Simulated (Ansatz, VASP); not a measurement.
## Pb: VASP beside Ansatz

INCAR

```
SYSTEM = Pb
  ALGO = Normal
  EDIFF = 1E-7
  ENCUT = 520
  GGA = PE
  ISIF = 2
  ISMEAR = -1
  LASPH = .True.
  LCHARG = .False.
  LREAL = .False.
  LWAVE = .False.
  NBANDS = 21
  NELM = 60
  PREC = Accurate
  SIGMA = 0.05
```

File KPOINTS:

```
k-points
0
Gamma
  8 8 8
  0 0 0
```

Contents of POSCAR:

```
Pb
1.0
    0.0000000000      3.4504253888      3.4504253888
    3.4504253888      0.0000000000      3.4504253888
    3.4504253888      3.4504253888      0.0000000000
Pb
2
Direct
    0.0000000000      0.0000000000      0.0000000000
    0.2500000000      0.2500000000      0.2500000000
```

Input for Ansatz:

```yaml
crystal:
  lattice:
    - [0.0, 3.4504253888, 3.4504253888]
    - [3.4504253888, 0.0, 3.4504253888]
    - [3.4504253888, 3.4504253888, 0.0]
  atoms:
    - { symbol: Pb, position: [0.0, 0.0, 0.0] }
    - { symbol: Pb, position: [0.25, 0.25, 0.25] }
kpoints:
  mp_grid: { grid: [8, 8, 8] }
  band_path:
    path:
      - [0.0, 0.0, 0.0]
      - [0.5, 0.0, 0.5]
      - [0.625, 0.25, 0.625]
      - [0.375, 0.375, 0.75]
      - [0.0, 0.0, 0.0]
      - [0.5, 0.5, 0.5]
      - [0.5, 0.25, 0.75]
      - [0.5, 0.0, 0.5]
    npoints: 5
scf:
  occupations: { method: fermi_dirac, width: 0.05 }
hamiltonian:
  xc: pbe
  pseudopotentials: { kind: all_electron, lapw: { basis_error: 0.00025 } }
output:
  forces: true
  stress: true
  eigenvalues: true
```

Change from the starting cell: volume scaled by 1.01.

Alike in both runs: task single point; functional PBE; k mesh 8 × 8 × 8; occupations fermi-dirac, width 0.05 eV; no spin polarisation.

|  | VASP | Ansatz |
| --- | --- | --- |
| version | VASP 6.6.1 | Ansatz 0.2.0 |
| potentials or method | VASP PAW PBE potentials, release 64 (Pb_d) | all-electron LAPW, scalar-relativistic |
| plane-wave cutoff (eV) | 520 | see its input |

|  | VASP | Ansatz | Ansatz less VASP |
| --- | --- | --- | --- |
| pressure (GPa) | 2.0 | 2.0 | +0.06 |

Ansatz ran all-electron here, so the differences hold the error of VASP's frozen core and of both bases.

The runs have no spin-orbit coupling, so splittings on Pb are missing.
